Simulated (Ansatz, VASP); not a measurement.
## One calculation of BiH2, two programs

```
CELL_PARAMETERS angstrom
3.84050 0.00000 0.00000
-1.92025 3.32597 0.00000
0.00000 0.00000 3.18993
ATOMIC_POSITIONS crystal
Bi 0.00000 0.00000 0.00000
H 0.33333 0.66667 0.82761
H 0.66667 0.33333 0.17239
```

Alike in both runs: task relaxation of cell and atoms; functional PBE; dispersion D3(BJ); k mesh 15 × 15 × 14; occupations gaussian, width 0.1 eV; no spin polarisation.

|  | VASP | Ansatz |
| --- | --- | --- |
| version | VASP 6.6.1 | Ansatz 0.2.0 |
| potentials or method | VASP PAW PBE potentials, release 64 (Bi_d, H) | scalar-relativistic, plane waves, PAW |
| plane-wave cutoff (eV) | 600 | 420 |
| valence electrons in the cell | 17 | 17 |

```csv
,VASP,Ansatz,Ansatz less VASP
"gap on the k mesh at the Fermi level, each at its own relaxed structure (eV)",none,none,-
relaxed volume (Å³/atom),13.93,13.92,-0.011
relaxed cell length with the largest relative difference (Å),3.820,3.817,-0.0022
energy change over the relaxation (meV/atom),-6,-7,-0.1
```

A gap of «none» marks a metal or a gap that the smearing closes.

Caveats: spin-orbit coupling is left out, which moves the levels of the heavy elements; pairwise dispersion overbinds metals, which lowers pressure and volume.
